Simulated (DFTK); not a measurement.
# GaN (F-43m) in DFTK: notebook, part 2 of 2

DFTK 0.8.2.

### Step 5. Band structure, r2SCAN

The input, run.jl:

```julia
using DFTK
using PseudoPotentialData
using Unitful, UnitfulAtomic
using LinearAlgebra, Printf
include("save.jl")
disable_threading()

lines = readlines("GaN.cif")
tag(name) = parse(Float64, split(only(filter(startswith(name), lines)))[2])
a, b, c = tag.(["_cell_length_a", "_cell_length_b", "_cell_length_c"])
α, β, γ = deg2rad.(tag.(["_cell_angle_alpha", "_cell_angle_beta", "_cell_angle_gamma"]))
cx, cy  = cos(β), (cos(α) - cos(β) * cos(γ)) / sin(γ)
lattice = austrip(1u"Å") * [a b*cos(γ) c*cx; 0 b*sin(γ) c*cy; 0 0 c*sqrt(1 - cx^2 - cy^2)]
sites     = split.(lines[findlast(startswith("_atom_site_"), lines)+1:end])
symbols   = [Symbol(s[2]) for s in sites]
positions = [parse.(Float64, s[5:7]) for s in sites]
pseudopotentials = Dict(:Ga => "Ga.upf", :N => "N.upf")
elements = Dict(s => ElementPsp(s, pseudopotentials; rcut=10.0) for s in unique(symbols))
atoms    = [elements[s] for s in symbols]

build_model(lattice, positions; symmetries=true) =
    model_DFT(lattice, atoms, positions;
              functionals=r2SCAN(),
              temperature=austrip(0.05u"eV"),
              smearing=Smearing.FermiDirac(),
              symmetries)
Ecut  = 45.0  # hartree
kgrid = [8, 8, 8]
tol   = 1e-6
to_GPa = ustrip(uconvert(u"GPa", 1u"hartree/bohr^3"))

model = build_model(lattice, positions)
basis = PlaneWaveBasis(model; Ecut, kgrid)
display(basis)
scfres = self_consistent_field(basis;
                               tol,
                               nbandsalg=AdaptiveBands(model; n_bands_converge=14),
                               solver=ScfAndersonSolver())
display(scfres.energies)
@printf "Fermi level: %.6f eV\n" ustrip(auconvert(u"eV", something(scfres.εF, NaN)))
forces = compute_forces_cart(scfres)
println("Forces (eV/Å)")
for (s, f) in zip(symbols, forces)
    @printf "%-3s %12.6f %12.6f %12.6f\n" s ustrip.(auconvert.(u"eV/Å", f))...
end
stress = compute_stresses_cart(scfres)
println("Stress (GPa)")
display(round.(stress * to_GPa; digits=4))
println("Levels at the first k-point (eV): ", round.(ustrip.(auconvert.(u"eV", scfres.eigenvalues[1][1:scfres.n_bands_converge])); digits=4))
save_scf!(scfres; forces, stress)

points = Dict("G" => [0.0, 0.0, 0.0], "K" => [0.375, 0.375, 0.75], "L" => [0.5, 0.5, 0.5], "U" => [0.625, 0.25, 0.625], "W" => [0.5, 0.25, 0.75], "X" => [0.5, 0.0, 0.5])
segments = [("G", "X", 7), ("X", "W", 4), ("W", "K", 3), ("K", "G", 7), ("G", "L", 6), ("L", "U", 4), ("U", "W", 3), ("W", "L", 5), ("L", "K", 4), ("U", "X", 3)]
kcoords = vcat([[points[a] + t * (points[b] - points[a]) for t in range(0, 1, n)] for (a, b, n) in segments]...)
bands = compute_bands(scfres, ExplicitKpoints(kcoords); n_bands=16, tol=1e-5)
for (k, ε) in zip(bands.basis.kpoints, bands.eigenvalues)
    @printf "%d %8.4f %8.4f %8.4f " k.spin k.coordinate...
    println(join([@sprintf("%9.4f", e) for e in ustrip.(auconvert.(u"eV", ε .- scfres.εF))]))
end
results["band_energies"] = rows(bands.eigenvalues); results["band_kpoints"] = rows(kcoords)
```

The input, GaN.cif:

```cif
data_GaN
_cell_length_a 3.18693112
_cell_length_b 3.18693112
_cell_length_c 3.18693112
_cell_angle_alpha 60.00000000
_cell_angle_beta 60.00000000
_cell_angle_gamma 60.00000000
_space_group_name_H-M_alt 'P1'
_space_group_name_Hall 'P 1'
_space_group_IT_number 1
loop_
_space_group_symop_operation_xyz
'x,y,z'
loop_
_atom_site_label
_atom_site_type_symbol
_atom_site_symmetry_multiplicity
_atom_site_Wyckoff_symbol
_atom_site_fract_x
_atom_site_fract_y
_atom_site_fract_z
_atom_site_occupancy
Ga1 Ga 1 a 0.0000000000 0.0000000000 0.0000000000 1
N1 N 1 a 0.2500000000 0.2500000000 0.2500000000 1
```

Potentials or basis: SG15 1.2 (PBE).

Run with:

```sh
$ julia --threads=1 run.jl  # save.jl only writes the numbers to a file and isn't shown; printed stress counts tension as positive; times include loading and compiling
```

Output:

```text
PlaneWaveBasis discretization:

    Ecut                 : 45.0 Ha
    fft_size             : (40, 40, 40), 64000 total points
    kgrid                : MonkhorstPack([8, 8, 8])
    num.   red. kpoints  : 512
    num. irred. kpoints  : 43

    Discretized Model(mgga_x_r2scan+mgga_c_r2scan, 3D):
        lattice (in Bohr)    : [6.02243   , 3.01121   , 3.01121   ]
                               [0         , 5.21557   , 1.73852   ]
                               [0         , 0         , 4.91729   ]
        unit cell volume     : 154.45 Bohr³

        atoms                : GaN
        atom potentials      : ElementPsp(:Ga, "Ga.upf")
                               ElementPsp(:N, "N.upf")

        num. electrons       : 18
        spin polarization    : none
        temperature          : 0.0018375 Ha
        smearing             : DFTK.Smearing.FermiDirac()

        terms                : Kinetic()
                               AtomicLocal()
                               AtomicNonlocal()
                               Ewald(nothing)
                               PspCorrection()
                               Hartree()
                               Xc(mgga_x_r2scan, mgga_c_r2scan)
                               Entropy()
n     Energy            log10(ΔE)   log10(Δρ)   log10(Δτ)   Diag   Δtime
---   ---------------   ---------   ---------   ---------   ----   ------
  1   -74.92610466392                   -0.56        1.26    5.0    17.9s
  2   -75.03347279622       -0.97       -1.37        0.79    2.2    11.9s
  3   -75.03527949751       -2.74       -1.81       -0.99    2.1    11.8s
  4   -75.03545094099       -3.77       -2.40       -2.11    1.7    8.72s
  5   -75.03545696146       -5.22       -2.76       -2.14    2.3    11.4s
  6   -75.03545852676       -5.81       -3.18       -2.93    1.7    9.15s
  7   -75.03545866315       -6.87       -3.98       -3.00    1.9    10.6s
  8   -75.03545867463       -7.94       -4.54       -3.77    2.2    10.7s
  9   -75.03545867518       -9.26       -5.20       -4.71    2.0    10.0s
 10   -75.03545867520      -10.70       -5.91       -5.02    2.2    11.2s
 11   -75.03545867520      -12.33       -6.58       -5.62    2.3    10.7s
Energy breakdown (in Ha):
    Kinetic             67.5564050
    AtomicLocal         -54.9411589
    AtomicNonlocal      -43.3494175
    Ewald               -58.3371586
    PspCorrection       3.9541780
    Hartree             21.1049021
    Xc                  -11.0232088
    Entropy             -0.0000000

    total               -75.035458675204
Fermi level: 5.370342 eV
Forces (eV/Å)
Ga      0.000000    -0.000000    -0.000000
N       0.000000    -0.000000    -0.000000
Stress (GPa)
3×3 StaticArraysCore.SMatrix{3, 3, Float64, 9} with indices SOneTo(3)×SOneTo(3):
  2.2057  -0.0     -0.0
 -0.0      2.2057   0.0
 -0.0     -0.0      2.2057
Levels at the first k-point (eV): [-12.4962, -8.9976, -8.9976, -8.9976, -8.6235, -8.6235, 4.4354, 4.4354, 4.4354, 6.3053, 15.1939, 15.1939, 15.1939, 22.6427]
1   0.0000   0.0000   0.0000  -17.8666 -14.3680 -14.3680 -14.3680 -13.9939 -13.9939  -0.9350  -0.9350  -0.9350   0.9350   9.8235   9.8235   9.8235  17.2724  18.9202  18.9202
1   0.0833   0.0000   0.0833  -17.7595 -14.3490 -14.3478 -14.3478 -14.0021 -13.9883  -1.8163  -1.1724  -1.1724   1.8517   9.1949  10.0806  10.0806  15.9341  18.3479  19.4096
1   0.1667   0.0000   0.1667  -17.4677 -14.2909 -14.2909 -14.2807 -14.0126 -13.9729  -3.1765  -1.7739  -1.7739   3.1970   7.9192  10.7641  10.7641  13.1742  20.4724  20.5730
1   0.2500   0.0000   0.2500  -17.0828 -14.2086 -14.2086 -14.2019 -13.9519 -13.9133  -4.5313  -2.5112  -2.5112   4.0173   6.8198  11.4418  11.6977  11.6977  21.3413  22.1499
1   0.3333   0.0000   0.3333  -16.7407 -14.2140 -14.1204 -14.1204 -13.9310 -13.5272  -5.8096  -3.1795  -3.1795   3.7286   6.3933  10.9952  12.6963  12.6963  22.3371  22.5405
1   0.4167   0.0000   0.4167  -16.5355 -14.2454 -14.0516 -14.0516 -13.9156 -13.0015  -6.8552  -3.6366  -3.6366   3.1001   6.1942  11.3717  13.5210  13.5210  21.8785  23.9721
[... 38 lines left out ...]
1   0.5625   0.1250   0.5625  -16.4748 -14.2430 -14.0510 -14.0393 -13.9223 -12.6458  -7.2084  -4.4335  -3.6513   3.4450   6.5729  11.4975  13.4118  13.4850  22.1336  23.3212
1   0.5000   0.0000   0.5000  -16.4717 -14.2586 -14.0254 -14.0254 -13.9100 -12.7288  -7.2975  -3.7984  -3.7984   2.8423   6.1044  11.6399  13.8553  13.8553  21.5834  24.9257
```

It took 4.6 min on 1 thread of Intel Xeon Platinum 8488C (Sapphire Rapids), shared host; peak memory 1.7 GiB.

Results:

* Free energy: -2041.8188 eV
* Pressure: -2.2 GPa
* Band gap on the k mesh: 1.87 eV, direct
* Band gap along the path: 1.87 eV, direct

Levels at the corners of the path, in eV from the valence-band top:
| point | band 5 | band 6 | band 7 | band 8 | band 9 | band 10 | band 11 | band 12 | band 13 | band 14 |
| --- | --- | --- | --- | --- | --- | --- | --- | --- | --- | --- |
| Γ | -13.06 | -13.06 | 0.00 | 0.00 | 0.00 | 1.87 | 10.76 | 10.76 | 10.76 | 18.21 |
| X | -12.97 | -11.79 | -6.36 | -2.86 | -2.86 | 3.78 | 7.04 | 12.57 | 14.79 | 14.79 |
| W | -13.05 | -11.50 | -5.96 | -3.83 | -3.78 | 6.80 | 8.83 | 10.77 | 11.93 | 15.96 |
| K | -13.02 | -11.61 | -6.12 | -4.40 | -2.31 | 5.46 | 8.33 | 11.86 | 13.57 | 14.25 |
| Γ | -13.06 | -13.06 | 0.00 | 0.00 | 0.00 | 1.87 | 10.76 | 10.76 | 10.76 | 18.21 |
| L | -13.01 | -12.10 | -7.28 | -1.04 | -1.04 | 4.89 | 9.46 | 10.90 | 10.90 | 16.44 |
| U | -13.02 | -11.61 | -6.12 | -4.40 | -2.31 | 5.46 | 8.33 | 11.86 | 13.57 | 14.25 |
| W | -13.05 | -11.50 | -5.96 | -3.83 | -3.78 | 6.80 | 8.83 | 10.77 | 11.93 | 15.96 |
| L | -13.01 | -12.10 | -7.28 | -1.04 | -1.04 | 4.89 | 9.46 | 10.90 | 10.90 | 16.44 |
| K | -13.02 | -11.61 | -6.12 | -4.40 | -2.31 | 5.46 | 8.33 | 11.86 | 13.57 | 14.25 |
| U | -13.02 | -11.61 | -6.12 | -4.40 | -2.31 | 5.46 | 8.33 | 11.86 | 13.57 | 14.25 |
| X | -12.97 | -11.79 | -6.36 | -2.86 | -2.86 | 3.78 | 7.04 | 12.57 | 14.79 | 14.79 |

Caveat: the potentials were made for another functional, which shifts forces and pressure.

### Step 6. Equation of state, BLYP

The input, run.jl:

```julia
using DFTK
using PseudoPotentialData
using Unitful, UnitfulAtomic
using LinearAlgebra, Printf
include("save.jl")
disable_threading()

lines     = readlines("POSCAR")
lattice   = austrip(1u"Å") * parse(Float64, lines[2]) * hcat([parse.(Float64, split(l)) for l in lines[3:5]]...)
symbols   = vcat([fill(Symbol(s), parse(Int, n)) for (s, n) in zip(split(lines[6]), split(lines[7]))]...)
positions = [parse.(Float64, split(l)[1:3]) for l in lines[9:8+length(symbols)]]
pseudopotentials = PseudoFamily("dojo.nc.sr.pbe.v0_5.stringent.upf")
elements = Dict(s => ElementPsp(s, pseudopotentials) for s in unique(symbols))
atoms    = [elements[s] for s in symbols]

build_model(lattice, positions; symmetries=true) =
    model_DFT(lattice, atoms, positions;
              functionals=[:gga_x_b88, :gga_c_lyp],
              temperature=austrip(0.05u"eV"),
              smearing=Smearing.FermiDirac(),
              symmetries)
Ecut  = 57.0  # hartree
kgrid = [6, 6, 6]
tol   = 1e-6
to_GPa = ustrip(uconvert(u"GPa", 1u"hartree/bohr^3"))

results["points"] = []
for scale in [0.94, 0.96, 0.98, 1.0, 1.02, 1.04, 1.06]
    println("\n=== scale = ", scale)
    model = build_model(cbrt(scale) * lattice, positions)
    basis = PlaneWaveBasis(model; Ecut, kgrid)
    t0 = time()
    scfres = self_consistent_field(basis;
                                   tol,
                                   nbandsalg=AdaptiveBands(model; n_bands_converge=18))
    seconds = time() - t0
    @printf "SCF: %d iterations, %.1f s\n" scfres.n_iter seconds
    forces = compute_forces_cart(scfres)
    stress = compute_stresses_cart(scfres)
    @printf "V = %.5f Å^3  F = %.8f Ha  max force = %.5f eV/Å  p = %.4f GPa\n" ustrip(auconvert(u"Å^3", model.unit_cell_volume)) scfres.energies.total ustrip(auconvert(u"eV/Å", maximum(norm, forces))) (-tr(stress) / 3 * to_GPa)
    push!(results["points"], save_scf!(scfres; forces, stress, d=Dict{String,Any}("seconds" => seconds, "n_matvec" => get(scfres, :n_matvec, 0))))
end

# third-order Birch-Murnaghan fit in x = V^(-2/3)
V = [0.94, 0.96, 0.98, 1.0, 1.02, 1.04, 1.06] * abs(det(lattice))
E = [p["total"] for p in results["points"]]
x = V .^ (-2 / 3)
c = [x .^ 0 x x .^ 2 x .^ 3] \ E
Δ = c[3]^2 - 3c[2] * c[4]
if Δ > 0
    x0 = (-c[3] + sqrt(Δ)) / 3c[4]
    B0 = 4 / 9 * x0^(7 / 2) * (2c[3] + 6c[4] * x0)
    @printf "V0 = %.4f Å^3  B0 = %.2f GPa\n" ustrip(auconvert(u"Å^3", x0^(-3 / 2))) B0 * to_GPa
end
```

The input, POSCAR:

```
GaN
1.0
    0.0000000000      2.2535006075      2.2535006075
    2.2535006075      0.0000000000      2.2535006075
    2.2535006075      2.2535006075      0.0000000000
Ga N
1 1
Direct
    0.0000000000      0.0000000000      0.0000000000
    0.2500000000      0.2500000000      0.2500000000
```

Potentials or basis: dojo.nc.sr.pbe.v0_5.stringent.upf (PBE).

Run with:

```sh
$ julia --threads=1 run.jl  # save.jl only writes the numbers to a file and isn't shown; printed stress counts tension as positive; times include loading and compiling
```

Output:

```text
=== scale = 0.94
n     Energy            log10(ΔE)   log10(Δρ)   Diag   Δtime
---   ---------------   ---------   ---------   ----   ------
  1   -258.4109724366                   -0.46    6.0    8.27s
  2   -258.5698215821       -0.80       -0.91    3.0    4.84s
  3   -258.5859463338       -1.79       -1.55    3.0    4.61s
  4   -258.5863802269       -3.36       -2.15    2.0    2.92s
  5   -258.5864205375       -4.39       -2.82    1.6    3.29s
  6   -258.5864222498       -5.77       -3.33    2.2    3.99s
  7   -258.5864223506       -7.00       -3.63    2.3    3.73s
  8   -258.5864223854       -7.46       -4.14    1.9    3.91s
  9   -258.5864223873       -8.71       -4.74    2.1    4.10s
 10   -258.5864223874      -10.02       -5.31    1.5    3.42s
[... 67 further cycles ...]
  2   -258.5889056253       -0.77       -1.16    2.6    4.23s
  3   -258.5935644468       -2.33       -1.70    2.2    4.07s
  4   -258.5937604123       -3.71       -2.30    2.0    3.64s
  5   -258.5937693854       -5.05       -2.76    1.5    3.30s
  6   -258.5937709211       -5.81       -3.23    2.0    4.04s
  7   -258.5937710248       -6.98       -3.77    1.8    3.77s
  8   -258.5937710382       -7.87       -3.92    2.1    4.10s
  9   -258.5937710432       -8.30       -4.63    1.9    3.89s
 10   -258.5937710434       -9.62       -5.69    2.0    4.02s
 11   -258.5937710434      -11.27       -6.27    3.0    4.62s
SCF: 11 iterations, 48.2 s
V = 24.26101 Å^3  F = -258.59377104 Ha  max force = 0.00000 eV/Å  p = 0.4828 GPa
V0 = 24.3481 Å^3  B0 = 155.61 GPa
```

Run time: 10 min. Hardware: 1 thread of Intel Xeon Platinum 8488C (Sapphire Rapids), shared host; peak memory 1.6 GiB.

What came out:

- Equilibrium volume: 12.17 Å³/atom (rough: see the caveat)
- Bulk modulus: 156 GPa (rough)

Energy against volume, from the lowest point:
```
volume (Å³/atom)  energy (meV/atom)
          10.757              99.98
          10.986              67.65
          11.215              42.46
          11.444              23.70
          11.673              10.74
          11.902               3.01
          12.131               0.00
```

Caveat: the k mesh is coarse (spacing up to 0.40 Å⁻¹), so the values aren't converged; the minimum lies outside the volumes run; the potentials were made for another functional, which shifts forces and pressure.

### Step 7. Overview

```csv
task,level,potentials or basis,k mesh,cutoff (eV),valence electrons,SCF solver,mesh quality,gap on the mesh (eV)
band structure,PBEsol,"cp2k.nc.sr.pbe.v0_1.largecore.gth (PBE, GTH, large core)",10 × 10 × 10,1633,"Ga 3, N 5",-,not flagged,2.00
band structure,LDA,"cp2k.nc.sr.lda.v0_1.largecore.gth (LDA, GTH, large core)",10 × 10 × 10,1633,"Ga 3, N 5",-,not flagged,2.23
band structure,BJ06,"cp2k.nc.sr.pbe.v0_1.largecore.gth (PBE, GTH, large core)",7 × 7 × 7,2122,"Ga 3, N 5",ScfAndersonSolver,not flagged,2.72
band structure,r2SCAN,SG15 1.2 (PBE),8 × 8 × 8,1225,"Ga 13, N 5",ScfAndersonSolver,not flagged,1.87
equation of state,BLYP,dojo.nc.sr.pbe.v0_5.stringent.upf (PBE),6 × 6 × 6,1551,"Ga 21, N 5",-,coarse,-
```

Alike in all rows: no spin polarisation; cell as given; smearing fermi-dirac 0.05 eV.

Caveats: some runs use coarse meshes; the potentials were made for another functional, which shifts forces and pressure (some runs); this set keeps more shells in the core, which shifts pressures and gaps (some runs); the program leaves the constant c of mgga_x_tb09 at 1, so the potential is Becke-Johnson's (BJ06) and not Tran and Blaha's, with levels but no total energy (some runs); the program warned that the kinetic-energy density falls under its von Weizsäcker bound, which can give unphysical results (some runs); the minimum lies outside the volumes run (some runs).

Total energies depend on the potentials used, so only differences within one code and one set of settings carry meaning.

### Step 8. Against experiment

Step 2. Measured gap of GaN: 3.299 eV (direct; 0 K; a printed reference work, textbook). This calculation gives 2.00 eV (-1.30 eV). Spin-orbit coupling on Ga is left out. The value is that of PBEsol, without temperature or zero-point motion. Semilocal functionals fall short of measured gaps as a rule. The cell is a database's relaxed one, not the measured one, which moves gaps too.

Step 3. Measured gap of GaN: 3.299 eV (direct; 0 K; a printed reference work, textbook). This calculation gives 2.23 eV (-1.07 eV). Spin-orbit coupling on Ga is left out. The value is that of LDA, without temperature or zero-point motion. Semilocal functionals fall short of measured gaps as a rule. The cell is a database's relaxed one, not the measured one, which moves gaps too.

Step 4. A measured gap of GaN is 3.299 eV (direct; 0 K; a printed reference work, textbook); the calculated 2.72 eV misses it by -0.58 eV. Spin-orbit coupling on Ga is left out. The value is that of BJ06, without temperature or zero-point motion. The cell is a database's relaxed one, not the measured one, which moves gaps too.

Step 5. A measured gap of GaN is 3.299 eV (direct; 0 K; a printed reference work, textbook); the calculated 1.87 eV misses it by -1.43 eV. Spin-orbit coupling on Ga is left out. The value is that of r2SCAN, without temperature or zero-point motion. The cell is a database's relaxed one, not the measured one, which moves gaps too.
